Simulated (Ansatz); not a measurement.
# Formation energy of PbTe in the WC-type structure

The computed numbers are results of r²SCAN, scalar-relativistic (no spin polarisation) in the plane-wave PAW code Ansatz at 500 eV, 10×10×8 k-mesh, Gaussian smearing of 0.05 eV. The datasets are Ansatz's generated set soft_2.

This is a trial structure; measured cells of the compound in the Crystallography Open Database are in space group Fm-3m (rock salt).

The structure is hexagonal, space group P-6m2 (No. 187). Conventional cell: a = 4.429 Å, b = 4.429 Å, c = 4.180 Å, α = 90.00°, β = 90.00°, γ = 120.00°. Pb (site symmetry -6m2) is surrounded by 6 Te at 3.30 Å. Te (site symmetry -6m2) has 6 Pb at 3.30 Å as nearest neighbours. (Shells end 15 % past the nearest neighbour.)

The elements were computed in their standard states with the same datasets, cutoff and functional. Total energies depend on the potentials used, so only differences within one code and one set of settings carry meaning.

Energy of the relaxed cell (2 atoms, smearing extrapolated to zero): -18916.410 eV. Elements, in eV/atom: Pb -11920.859, Te -6994.823.

**Question.** What is the formation energy?

**Answer.** [-18916.410 − (1 × -11920.859 + 1 × -6994.823)] / 2 = -0.36 eV/atom, or -35 kJ per mole of atoms.

The value is for 0 K, without zero-point energy. A negative value shows stability against the elements alone, not against other compounds or structures.

No spin–orbit coupling, a notable omission for heavy elements.
